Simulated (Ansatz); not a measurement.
## SrTiO3: moving Sr off its site

SrTiO3, Pm-3m, a = 3.891 Å. The structure is a COD entry; whether it is the stable form wasn't checked. Ansatz: PBEsol, PAW, 420 eV, Γ-centred 8×8×8 mesh on 5 atoms, Gaussian smearing 0.05 eV; no spin polarisation.

```xyz
5
Lattice="3.8911 0.0000 0.0000 0.0000 3.8911 0.0000 0.0000 0.0000 3.8911" Properties=species:S:1:pos:R:3 pbc="T T T"
Sr    0.0000    0.0000    0.0000
Ti    1.9456    1.9456    1.9456
O     0.0000    1.9456    1.9456
O     1.9456    0.0000    1.9456
O     1.9456    1.9456    0.0000
```

Atom 1 (Sr) moves by x along the unit vector (0.000, -0.707, -0.707), with its periodic images; all else is held. y is the free energy of the cell over the start, F the force along the path summed over the moved atoms. Symmetry makes y even in x.

| x (Å) | y (meV) | F (eV/Å) |
| --- | --- | --- |
| -0.200 | ? | ? |
| -0.100 | 17.9 | 0.36 |
| 0.000 | 0.0 | 0.00 |
| 0.025 | 1.1 | -0.09 |
| 0.050 | 4.4 | -0.18 |
| 0.075 | 10.0 | -0.27 |
| 0.125 | 28.2 | -0.46 |
| 0.150 | 41.1 | -0.57 |
| 0.175 | 56.6 | -0.68 |

Question: Fit y = c2 x² + c4 x⁴ to the energies of the other rows, give the force constant, and predict energy and force of the missing row.

Answer: Least squares on the rows shown. y = 1761 x² + 2841 x⁴. The force constant is 2 c2 = 3.52 eV/Å² (for all images moving together, not for a lone atom). The force −dy/dx at the missing row is 0.80 eV/Å (computed 0.79). At x = -0.200 the fit asked for gives 75.0 meV. The run gave 74.9 meV, so the fit is 0.1 meV too high, a small miss on the scale of the series.

Symmetry holds off the tilts and polar distortions that many cubic perovskites undergo.

Cost: 9 runs of about 2.2 core-minutes in all, on Arm Neoverse V1 (shared hosts).